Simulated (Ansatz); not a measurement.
## One structure type (Im-3m), one member withheld

Theory: DFT, LDA, all-electron LAPW, scalar-relativistic in Ansatz 0.2.0.

All cells have space group Im-3m and are held fixed (conventional cell and sites). Prototypes and MP cells are computed structures that needn't be known or stable phases of these compounds. Gaps are the smallest over the k mesh and a high-symmetry path; Bader charges come from PAW runs of the same cells. Semilocal functionals give too small gaps and can close them; gaps under 0.4 eV may also close off the mesh.

No spin–orbit coupling, which matters for the heavy atoms here.

Cs: a = 6.04 Å, b = 6.04 Å, c = 6.04 Å; Cs 2a (0.000 0.000 0.000); 9×9×9 mesh, smearing 0.05 eV, COD 9011010, measured
Hf: a = 3.53 Å, b = 3.53 Å, c = 3.53 Å; Hf 2a (0.000 0.000 0.000); 14×14×14 mesh, smearing 0.05 eV, MP-relaxed cell mp-100
Tl: a = 3.88 Å, b = 3.88 Å, c = 3.88 Å; Tl 2a (0.000 0.000 0.000); 13×13×13 mesh, smearing 0.05 eV, COD 9008555, reported
La: a = 4.25 Å, b = 4.25 Å, c = 4.25 Å; La 2a (0.000 0.000 0.000); 11×11×11 mesh, smearing 0.03 eV, MP-relaxed cell mp-10023
Li: a = 3.50 Å, b = 3.50 Å, c = 3.50 Å; Li 2a (0.000 0.000 0.000); 13×13×13 mesh, smearing 0.05 eV, COD 9011628, measured

```
compound  P (GPa)  gap (eV)
      Hf     -7.9      none
      Tl     -2.5      none
      La     -3.6      none
      Li     -1.5      none
```

Q: Predict the row of Cs (no spin polarisation).

A: P (GPa): -0.3, gap (eV): none.
